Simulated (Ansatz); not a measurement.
The system is TiTe.

```xyz
4
Lattice="3.8420 0.0000 0.0000 -1.9210 3.3273 0.0000 0.0000 0.0000 6.4030" Properties=species:S:1:pos:R:3 pbc="T T T"
Te    1.9210    1.1091    4.8022
Te    0.0000    2.2182    1.6007
Ti    0.0000    0.0000    3.2015
Ti    0.0000    0.0000    0.0000
```

```yaml
Program: Ansatz 0.2.0
Task: relaxation of cell and atoms
Functional: PBE0
Potentials_or_basis: Ansatz PAW
Cutoff: "420 eV (not typed: the program's choice for these potentials)"
k_mesh: 6 × 6 × 4
Occupations: fermi-dirac, width 0.05 eV
Spin: no spin polarisation
```

At the start: volume 20.46 Å³/atom.

How do energy, volume and symmetry change on relaxing?

It ends after 10 steps and the volume is 20.56 Å³/atom (+0.5 %); space group P6_3/mmc (No. 194, to 0.05 Å).

Step by step:
```tsv
step	energy change (eV)	largest force (eV/Å)	volume (Å³)
1	0.0000	0.0000	81.85
2	-0.2093	0.0000	85.85
3	-0.3968	0.0000	85.68
4	-0.4584	0.0000	81.58
5	-0.4755	0.0000	82.11
6	-0.4757	0.0000	82.25
7	-0.4757	0.0000	82.22
8	-0.4790	0.0000	82.22
9	-0.4791	0.0000	82.25
10	-0.4791	0.0000	82.25
```

Final structure:
```cif
data_structure
_symmetry_space_group_name_H-M 'P 1'
_symmetry_Int_Tables_number 1
_cell_length_a 3.6257
_cell_length_b 3.6257
_cell_length_c 7.2250
_cell_angle_alpha 90.000
_cell_angle_beta 90.000
_cell_angle_gamma 120.000
_cell_volume 82.25
loop_
_atom_site_label
_atom_site_type_symbol
_atom_site_fract_x
_atom_site_fract_y
_atom_site_fract_z
_atom_site_occupancy
Te1 Te 0.66667 0.33333 0.75000 1
Te2 Te 0.33333 0.66667 0.25000 1
Ti1 Ti 0.00000 0.00000 0.50000 1
Ti2 Ti 0.00000 0.00000 0.00000 1
```

Caveat: the plane-wave basis is chosen anew once the cell has moved, so the energies of steps on either side of that aren't comparable; the PAW data sets come from PBE, with cores solved anew for the run's functional, which leaves a small shift of forces and pressure.
